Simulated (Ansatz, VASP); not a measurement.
**Two plane-wave programs on Ir**

```
Ir
1.0
     0.00000    1.91560    1.91560
     1.91560    0.00000    1.91560
     1.91560    1.91560    0.00000
Ir
1
Direct
  0.00000 0.00000 0.00000
```

Alike in both runs: functional RPBE; k mesh 12 × 12 × 12; occupations fermi-dirac, width 0.05 eV; no spin polarisation.

|  | VASP | Ansatz |
| --- | --- | --- |
| version | VASP 6.6.1 | Ansatz 0.2.0 |
| potentials or method | VASP PAW PBE potentials, release 64 (Ir) | Ansatz PAW |
| plane-wave cutoff (eV) | 520 | 420 |
| valence electrons in the cell | 9 | 17 |
| task | single point | band structure |

```tsv
	VASP	Ansatz	Ansatz less VASP
gap on the k mesh at the Fermi level (eV)	none	none	-
pressure (GPa)	15.9	15.4	-0.49
```

A gap of «none» marks a metal or a gap that the smearing closes. With one functional, cell and mesh, what is left measures potentials, basis and numerics. The two sets of potentials don't hold the same shells in valence.

Caveats: so large a pressure means that the cell lies far from this level's equilibrium, or that cutoff or potentials fall short; the potentials were made for another functional, which shifts forces and pressure (VASP); spin-orbit coupling is left out, which moves the levels of the heavy elements (Ansatz); the PAW data sets come from PBE, with cores solved anew for the run's functional, which leaves a small shift of forces and pressure (Ansatz). The runs have no spin-orbit coupling, so splittings on Ir are missing.
